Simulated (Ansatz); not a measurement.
The system is Al2O3.

```
Al O
1.0
     4.61378    0.00000    0.00000
     0.00000    9.56328    0.00000
     0.00000    0.00000    3.11986
Al O
4 6
Cartesian
  4.5352 7.8856 0.0000
  0.0785 1.6777 0.0000
  2.2283 6.4593 1.5599
  2.3854 3.1040 1.5599
  2.3069 4.7816 1.5599
  0.5704 7.2016 1.5599
  1.7365 2.4200 0.0000
  2.8773 7.1433 0.0000
  0.0000 0.0000 0.0000
  4.0434 2.3617 1.5599
```

Measurements of this composition are mostly on another form, of space group No. 167.

Program: Ansatz 0.2.0. Alike in all runs: task band structure; potentials or basis Ansatz PAW; no spin polarisation; cell as given; k mesh 6 × 3 × 9; smearing fermi-dirac 0.05 eV.

Question: Order these runs on this cell by their pressure, lowest first.
A. level r2SCAN; cutoff (eV) 500
B. level PBEsol; cutoff (eV) 420
C. level LDA; cutoff (eV) 420

Answer: C (-6.5 GPa), A (-4.1 GPa), B (-2.6 GPa).

Caveats: the PAW data sets come from PBE, with cores solved anew for the run's functional, which leaves a small shift of forces and pressure.

Runs at the PBE level aren't shown here.
